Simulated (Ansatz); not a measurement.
# BAs: the cost of one run

Computed with Ansatz 0.2.0 (DFT PBE, scalar-relativistic, plane waves, PAW, unless a step's input says otherwise).

## (1) The system as given

It takes space group F-43m (No. 216, cubic). Conventional cell: a = 4.777 Å, b = 4.777 Å, c = 4.777 Å, α = 90.00°, β = 90.00°, γ = 90.00°. B (site symmetry -43m) is surrounded by 4 As at 2.07 Å. As (site symmetry -43m) has 4 B at 2.07 Å as nearest neighbours.

As a file:

```
CELL_PARAMETERS angstrom
0.00000 2.38850 2.38850
2.38850 0.00000 2.38850
2.38850 2.38850 0.00000
ATOMIC_POSITIONS crystal
B 0.00000 0.00000 0.00000
As 0.25000 0.25000 0.25000
```

Source of the structure: the Crystallography Open Database.

(A quick probe on a coarse mesh, which set the mesh and smearing, is not shown.)

## (3) Relaxing cell and atoms

The input, input.yaml:

```yaml
crystal:
  lattice:
    - [0.0, 2.3885, 2.3885]
    - [2.3885, 0.0, 2.3885]
    - [2.3885, 2.3885, 0.0]
  atoms:
    - { symbol: B, position: [0.0, 0.0, 0.0] }
    - { symbol: As, position: [0.25, 0.25, 0.25] }
basis:
  ecutwfc: 420
kpoints:
  mp_grid: { grid: [10, 10, 10] }
hamiltonian:
  xc: pbe
scf:
  occupations: { method: gaussian, width: 0.02 }
output:
  forces: true
  stress: true
  eigenvalues: true
relax:
  adjacent_minimum: "off"
  f_tol: 0.005
  max_steps: 80
  cell: { stress_tol: 0.05 }
```

Launch:

```
$ ansatz run input.yaml --threads 2 --pin off --max-ram 5120MiB --backend cpu --events-out ev --progress --plain --runs-dir out
```

**Question.** How long does this run take on 2 threads of Intel Xeon 6975P-C (Granite Rapids), shared host, and how much memory does it need?

About 2.7 s, with a peak of 0.37 GiB.
